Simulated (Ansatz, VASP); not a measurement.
# HfC in VASP and in Ansatz

The input INCAR:

```
  PREC = Accurate
  ENCUT = 520
  EDIFF = 1E-6
  ISMEAR = -1
  SIGMA = 0.05
  LREAL = False
  LASPH = True
  NELM = 100
  ALGO = Normal
  ISIF = 2
  LWAVE = False
  LCHARG = True
  GGA = PE
  LELF = True
  LVHAR = True
  NBANDS = 14
```

The input KPOINTS:

```
Automatic mesh
0
Gamma
  8 8 8
```

The input POSCAR:

```
HfC
1.0
    0.0000000000      2.3250000000      2.3250000000
    2.3250000000      0.0000000000      2.3250000000
    2.3250000000      2.3250000000      0.0000000000
Hf C
1 1
Direct
    0.5000000000      0.5000000000      0.5000000000
    0.0000000000      0.0000000000      0.0000000000
```

input.yaml

```yaml
crystal:
  lattice:
    - [0.0, 2.325, 2.325]
    - [2.325, 0.0, 2.325]
    - [2.325, 2.325, 0.0]
  atoms:
    - { symbol: Hf, position: [0.5, 0.5, 0.5] }
    - { symbol: C, position: [0.0, 0.0, 0.0] }
hamiltonian:
  xc: pbe
  pseudopotentials: { kind: paw }
kpoints:
  mp_grid: { grid: [8, 8, 8] }
  band_path:
    path:
      - [[0.0, 0.0, 0.0], [0.5, 0.0, 0.5], [0.5, 0.25, 0.75], [0.375, 0.375, 0.75], [0.0, 0.0, 0.0], [0.5, 0.5, 0.5], [0.625, 0.25, 0.625], [0.5, 0.25, 0.75], [0.5, 0.5, 0.5], [0.375, 0.375, 0.75]]
      - [[0.625, 0.25, 0.625], [0.5, 0.0, 0.5]]
    npoints: 14
scf:
  occupations: { method: fermi_dirac, width: 0.05 }
  n_extra_bands: 6
output:
  forces: true
  stress: true
  eigenvalues: true
  fatbands: false
```

Alike in both runs: functional PBE; k mesh 8 × 8 × 8; occupations fermi-dirac, width 0.05 eV; no spin polarisation.

|  | VASP | Ansatz |
| --- | --- | --- |
| version | VASP 6.6.1 | Ansatz 0.2.0 |
| potentials or method | VASP PAW PBE potentials, release 64 (Hf_pv, C) | Ansatz PAW |
| plane-wave cutoff (eV) | 520 | 420 |
| valence electrons in the cell | 14 | 30 |
| task | single point | band structure |

Ansatz gave:

```
gap on the k mesh at the Fermi level (eV) : none
pressure (GPa)                            : 0.2
```

**Question.** What did VASP give for the same quantities?

**Answer.** gap on the k mesh at the Fermi level (eV): none; pressure (GPa): -0.4.

A gap of «none» marks a metal or a gap that the smearing closes. The two sets of potentials don't hold the same shells in valence.

Caveats: spin-orbit coupling is left out, which moves the levels of the heavy elements (Ansatz). The runs have no spin-orbit coupling, so splittings on Hf are missing.
